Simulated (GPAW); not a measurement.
Crystal: Cs2AgBiBr6.

```
Bi Cs Ag Br
1.0
     0.00000    5.61610    5.61610
     5.61610    0.00000    5.61610
     5.61610    5.61610    0.00000
Bi Cs Ag Br
1 2 1 6
Direct
  0.00000 0.00000 0.00000
  0.75000 0.75000 0.75000
  0.25000 0.25000 0.25000
  0.50000 0.50000 0.50000
  0.74945 0.74945 0.25055
  0.25055 0.25055 0.74945
  0.74945 0.25055 0.25055
  0.74945 0.25055 0.74945
  0.25055 0.74945 0.74945
  0.25055 0.74945 0.25055
```

Base run:

- Program: GPAW 26.7.0
- Functional: PBE
- Potentials or basis: GPAW PAW data sets (gpaw-data 1.2.1)
- Cutoff: 400 eV
- Basis: pw
- k mesh: 4 × 4 × 4
- Occupations: fermi-dirac, width 0.001 eV
- Spin: no spin polarisation
- Hubbard terms: Ag d U = 8.0 eV

Its results: band gap on the k mesh 1.85 eV, indirect (least direct gap 2.76 eV); electronic dielectric tensor (diagonal) 4.07.

Task: After a change of settings the same cell gave: band gap on the k mesh 1.58 eV, indirect (least direct gap 2.70 eV); electronic dielectric tensor (diagonal) 4.32. Which change was it?
A. hubbard terms from Ag d U = 8.0 eV to Ag d U = 2.0 eV
B. hubbard terms from Ag d U = 8.0 eV to Ag d U = 4.0 eV
C. hubbard terms from Ag d U = 8.0 eV to none

Result: B.

Caveats: the long-wavelength limit can be off by several per cent where d states take part; response on these states lacks terms of the Hamiltonian; spin-orbit coupling is left out, which as a rule narrows the gap of such compounds by several tenths of an eV; an odd mesh through Γ misses points on the zone boundary, where band edges often lie.
